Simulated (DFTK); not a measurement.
Runs of DFTK 0.8.2 on GaN. The structure is hexagonal, space group P6_3mc (No. 186). Conventional cell: a = 3.180 Å, b = 3.180 Å, c = 5.166 Å, α = 90.00°, β = 90.00°, γ = 120.00°. Ga (site symmetry 3m) has 4 N at 1.94 to 1.95 Å as nearest neighbours. N (site symmetry 3m) is surrounded by 4 Ga at 1.94 to 1.95 Å. 

| task | level | potentials or basis | k mesh | cutoff (eV) | gap on the mesh (eV) | pressure (GPa) | largest force (eV/Å) |
| --- | --- | --- | --- | --- | --- | --- | --- |
| single point | r2SCAN | SG15 1.2 (PBE) | 9 × 9 × 4 | 1225 | 2.12 | -0.4 | 0.13 |
| single point | BLYP | SG15 1.2 (PBE) | 9 × 9 × 4 | 1225 | 2.11 | 12.9 | 0.13 |
| single point | AM05 | SG15 1.2 (PBE) | 9 × 9 × 4 | 1225 | 1.94 | 2.1 | 0.13 |
| single point | LDA | SG15 1.2 (PBE) | 9 × 9 × 4 | 1225 | (c) | -2.7 | 0.12 |
| single point | PBEsol | SG15 1.2 (PBE) | 9 × 9 × 4 | 1225 | (b) | 2.2 | 0.13 |
| single point | PBEsol | dojo.nc.sr.pbesol.v0_4_1.standard.upf (PBEsol) | 10 × 10 × 5 | 1143 | (a) | 1.2 | 0.13 |
| single point | SCAN | SG15 1.2 (PBE) | 9 × 9 × 4 | 1225 | 2.03 | -1.1 | 0.15 |

Alike in all rows: no spin polarisation; cell as given; smearing fermi-dirac 0.05 eV.

Q: Fill in the values left out.

A: (a) 1.95; (b) 1.90; (c) 1.78.

Caveats: the potentials were made for another functional, which shifts forces and pressure (some runs).

A k mesh can miss the band edges, and the runs leave out spin-orbit coupling on Ga.

Runs at the PBE level aren't shown here.
